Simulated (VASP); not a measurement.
Write the native input for VASP 6.6.1 that does the following.

- Task: relaxation of cell and atoms
- Functional: PBE
- Dispersion: D3(BJ)
- Potentials or basis: VASP PAW PBE potentials, release 64 (Te, Pb_d)
- Cutoff: 600 eV
- k mesh: 8 × 8 × 8
- Occupations: gaussian, width 0.03 eV
- Spin: no spin polarisation
- Further INCAR settings: ALGO = Normal; EDIFF = 1e-06; IBRION = 2; EDIFFG = -0.01; NSW = 90; ISIF = 3

The structure of TePb lies in POSCAR:

```
TePb
1.0
    0.0000000000      3.2310000000      3.2310000000
    3.2310000000      0.0000000000      3.2310000000
    3.2310000000      3.2310000000      0.0000000000
Te Pb
1 1
Direct
    0.5000000000      0.5000000000      0.5000000000
    0.0000000000      0.0000000000      0.0000000000
```

The input as run:

INCAR

```
SYSTEM = TePb
  PREC = Accurate
  ENCUT = 600
  EDIFF = 1E-6
  ISMEAR = 0
  SIGMA = 0.03
  LREAL = .False.
  LASPH = .True.
  NELM = 80
  ALGO = Normal
  ISIF = 3
  LWAVE = .False.
  LCHARG = .False.
  GGA = PE
  IVDW = 12
  IBRION = 2
  NSW = 90
  EDIFFG = -0.01
```

KPOINTS

```
Automatic mesh
0
Gamma
  8 8 8
  0 0 0
```

Potentials or basis: VASP PAW PBE potentials, release 64 (Te, Pb_d).

The run is started by

```sh
$ cat potpaw_PBE.64/Te/POTCAR potpaw_PBE.64/Pb_d/POTCAR > POTCAR
$ mpirun -np 1 vasp_std > vasp.out
```

It gave:

- Relaxed volume: 33.86 Å³/atom
- Relaxed cell: a = 4.575 Å, b = 4.575 Å, c = 4.575 Å, α = 60.00°, β = 60.00°, γ = 60.00°
- Space group after relaxing (to 0.05 Å): Fm-3m (No. 225)
- Energy gained by relaxing: 0.0 meV/atom
- Ionic steps: 2
- Pressure after relaxing: 0.0 GPa
- Band gap on the k mesh: 0.74 eV, direct
- Dispersion energy per atom: -0.401 eV

Caveat: spin-orbit coupling is left out, which as a rule narrows the gap of such compounds by several tenths of an eV.

Wall time 23 s on 1 thread of Intel(R) Xeon(R) 6975P-C (Granite Rapids) (shared host), peak memory 0.27 GiB.
